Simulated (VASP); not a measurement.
**CsBr (relaxed from the CsCl type structure, space group Pm-3m): computed properties**

All values below come from r2SCAN meta-GGA, VASP's PBE PAW potentials (set 64) (plane waves; VASP).

```
Item                                                                             Result
---------------------------------------------  ----------------------------------------
space group                                                                 Pm-3m (221)
cell                                           a = b = c = 4.3253 Å, α = β = γ = 90.00°
volume per atom                                                           40.46 Å³/atom
band gap (over mesh and band path)                                              5.17 eV
smallest direct gap (over mesh and band path)                                   5.17 eV
band-edge character                                                    indirect, M to Γ
density                                                                      4.37 g/cm³
```

```
CsBr
1.0
    4.32526     0.00000     0.00000
    0.00000     4.32526     0.00000
    0.00000     0.00000     4.32526
Cs Br
1 1
Cartesian
  0.00000   0.00000   0.00000
  2.16263   2.16263   2.16263
```

Unless said otherwise, spin-orbit coupling is left out, though it shifts the bands of the heavy elements here.

The structure was generated: CsBr was put into the CsCl type type (Pm-3m), which need not be its known phase. It was relaxed first, which changed the volume by -24 %. Symmetry was kept, so distortions that lower it aren't found.
